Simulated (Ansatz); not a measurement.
BeS (zincblende) under strain

BeS (zincblende), relaxed with r2SCAN in the plane-wave code Ansatz. Space group F-43m (No. 216), cubic; a = 4.869 Å in the conventional setting, 14.43 Å³ an atom. Around Be lie 4 S at 2.11 Å; around S lie 4 Be at 2.11 Å.

The axes x, y and z are those of this cell:
```
Be S
1.0
     0.00000    2.43431    2.43431
     2.43431    0.00000    2.43431
     2.43431    2.43431    0.00000
Be S
1 1
Direct
  0.00000 0.00000 0.00000
  0.25000 0.25000 0.25000
```

Unstrained: With PBE the valence top lies at Γ and the conduction bottom at X, 3.135 eV higher; the smallest vertical gap, at Γ–K (0.10 of the way from Γ), is 5.617 eV. r2SCAN gives an indirect gap of 3.589 eV, from Γ to X; the least direct gap is 6.234 eV at Γ. The HSE06 gap is indirect, 4.085 eV (Γ to X), below the direct gap of 6.804 eV at Γ–K (0.10 of the way from Γ). Meshes: PBE 10×10×10, r2SCAN 10×10×10, HSE06 6×6×6. Strains are changes of length per length. After each strain the atoms were relaxed again with r2SCAN within the symmetry that the strain leaves, so tilts or polar shifts that break it weren't tested; points keep the names that they have in the unstrained zone. The values are computed, spin-unpolarised, and not measurements.

Changes of the least gap in eV (an overlap counts as a negative gap):
```json
{"strain": "epitaxial -4.0 % in the plane normal to [111], free normal strain +1.54 %", "volume change (%)": "-6.4", "space group": "R3m", "PBE": "-0.383", "r2SCAN": "-0.397", "HSE06": "-0.397", "G0W0@PBE (mesh)": "-0.41", "energy rise, r2SCAN (meV/atom)": "37.6"}
{"strain": "epitaxial -3.0 % in the plane normal to [111], free normal strain +1.15 %", "volume change (%)": "-4.8", "space group": "R3m", "PBE": "-0.264", "r2SCAN": "-0.274", "HSE06": "-0.274", "G0W0@PBE (mesh)": "-0.29", "energy rise, r2SCAN (meV/atom)": "20.7"}
{"strain": "epitaxial -2.0 % in the plane normal to [111], free normal strain +0.75 %", "volume change (%)": "-3.2", "space group": "R3m", "PBE": "-0.163", "r2SCAN": "-0.168", "HSE06": "-0.168", "G0W0@PBE (mesh)": "-0.18", "energy rise, r2SCAN (meV/atom)": "9.0"}
{"strain": "epitaxial -1.0 % in the plane normal to [111], free normal strain +0.36 %", "volume change (%)": "-1.6", "space group": "R3m", "PBE": "-0.074", "r2SCAN": "-0.076", "HSE06": "-0.076", "G0W0@PBE (mesh)": "-0.08", "energy rise, r2SCAN (meV/atom)": "2.2"}
{"strain": "epitaxial +1.0 % in the plane normal to [111], free normal strain -0.35 %", "volume change (%)": "+1.6", "space group": "R3m", "PBE": "-0.026", "r2SCAN": "-0.030", "HSE06": "-0.027", "G0W0@PBE (mesh)": "-0.02", "energy rise, r2SCAN (meV/atom)": "2.1"}
{"strain": "epitaxial +2.0 % in the plane normal to [111], free normal strain -0.71 %", "volume change (%)": "+3.3", "space group": "R3m", "PBE": "-0.049", "r2SCAN": "-0.057", "HSE06": "-0.051", "G0W0@PBE (mesh)": "-0.05", "energy rise, r2SCAN (meV/atom)": "8.2"}
{"strain": "epitaxial +3.0 % in the plane normal to [111], free normal strain -1.05 %", "volume change (%)": "+5.0", "space group": "R3m", "PBE": "-0.069", "r2SCAN": "-0.081", "HSE06": "-0.071", "G0W0@PBE (mesh)": "-0.07", "energy rise, r2SCAN (meV/atom)": "18.1"}
{"strain": "epitaxial +4.0 % in the plane normal to [111], free normal strain -1.39 %", "volume change (%)": "+6.7", "space group": "R3m", "PBE": "-0.089", "r2SCAN": "-0.104", "HSE06": "-0.090", "G0W0@PBE (mesh)": "-0.09", "energy rise, r2SCAN (meV/atom)": "31.3"}
```
Unstrained, G0W0@PBE with 120 empty bands, a screening cutoff of 150 eV and a 6×6×6 mesh gives 4.45 eV on its mesh; the band count follows the volume. G0W0 values are finite-basis, finite-mesh values.

Epitaxial -4.0 % in the plane normal to [111], free normal strain +1.54 %. HSE06: the gap goes from 4.085 to 3.688 eV (-0.397 eV); with r2SCAN the top three valence levels at Γ, degenerate before, become 2+1 from the top over 554 meV. Stress change with r2SCAN, compression positive: xx +7.45, yy +7.45, zz +7.45, xy -3.73, xz -3.73, yz -3.73 GPa.

Epitaxial -3.0 % in the plane normal to [111], free normal strain +1.15 %. HSE06: the gap goes from 4.085 to 3.811 eV (-0.274 eV); with r2SCAN the top three valence levels at Γ, degenerate before, become 2+1 from the top over 386 meV. Stress change with r2SCAN, compression positive: xx +5.37, yy +5.37, zz +5.37, xy -2.70, xz -2.70, yz -2.70 GPa.

Epitaxial -2.0 % in the plane normal to [111], free normal strain +0.75 %. HSE06: the gap goes from 4.085 to 3.917 eV (-0.168 eV); with r2SCAN the top three valence levels at Γ, degenerate before, become 2+1 from the top over 241 meV. Stress change with r2SCAN, compression positive: xx +3.45, yy +3.45, zz +3.45, xy -1.72, xz -1.72, yz -1.72 GPa.

Epitaxial -1.0 % in the plane normal to [111], free normal strain +0.36 %. HSE06: the gap goes from 4.085 to 4.009 eV (-0.076 eV); with r2SCAN the top three valence levels at Γ, degenerate before, become 2+1 from the top over 110 meV. Stress change with r2SCAN, compression positive: xx +1.67, yy +1.67, zz +1.67, xy -0.82, xz -0.82, yz -0.82 GPa.

Epitaxial +1.0 % in the plane normal to [111], free normal strain -0.35 %. HSE06: the gap goes from 4.085 to 4.058 eV (-0.027 eV); with r2SCAN the top three valence levels at Γ, degenerate before, become 1+2 from the top over 93 meV. Stress change with r2SCAN, compression positive: xx -1.54, yy -1.54, zz -1.54, xy +0.76, xz +0.76, yz +0.76 GPa.

Epitaxial +2.0 % in the plane normal to [111], free normal strain -0.71 %. HSE06: the gap goes from 4.085 to 4.034 eV (-0.051 eV); with r2SCAN the top three valence levels at Γ, degenerate before, become 1+2 from the top over 171 meV. Stress change with r2SCAN, compression positive: xx -2.94, yy -2.94, zz -2.94, xy +1.46, xz +1.46, yz +1.46 GPa.

Epitaxial +3.0 % in the plane normal to [111], free normal strain -1.05 %. HSE06: the gap goes from 4.085 to 4.014 eV (-0.071 eV); with r2SCAN the top three valence levels at Γ, degenerate before, become 1+2 from the top over 234 meV. Stress change with r2SCAN, compression positive: xx -4.22, yy -4.22, zz -4.22, xy +2.11, xz +2.11, yz +2.11 GPa.

Epitaxial +4.0 % in the plane normal to [111], free normal strain -1.39 %. HSE06: the gap goes from 4.085 to 3.995 eV (-0.090 eV); with r2SCAN the top three valence levels at Γ, degenerate before, become 1+2 from the top over 287 meV. Stress change with r2SCAN, compression positive: xx -5.39, yy -5.39, zz -5.39, xy +2.69, xz +2.69, yz +2.69 GPa.

The meshes of the hybrids are coarse, so their gaps aren't converged to the digits shown.

The splittings at Γ are without spin-orbit coupling, which regroups them where it is of like size.
